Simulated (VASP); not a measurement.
Ge:

```
Ge
1.0
     0.00000    2.83675    2.83675
     2.83675    0.00000    2.83675
     2.83675    2.83675    0.00000
Ge
2
Direct
  0.75000 0.75000 0.75000
  0.50000 0.50000 0.50000
```

The cell was built by a generator and needn't be a form met in nature.

Base run:

| Property | Result |
| --- | --- |
| Program | VASP 6.6.1 |
| Functional | r2SCAN |
| Potentials or basis | VASP PAW PBE potentials, release 64 (Ge_d) |
| Cutoff | 520 eV |
| k mesh | 10 × 10 × 10 |
| Occupations | gaussian, width 0.03 eV |
| Spin | no spin polarisation |

Its results: pressure 0.1 GPa.

The run is repeated on the same cell with these changes: functional from r2SCAN to PBEsol. What comes out?

Pressure -0.4 GPa.

Caveats: the PAW data sets were made with another functional, which shifts forces and pressure a little.
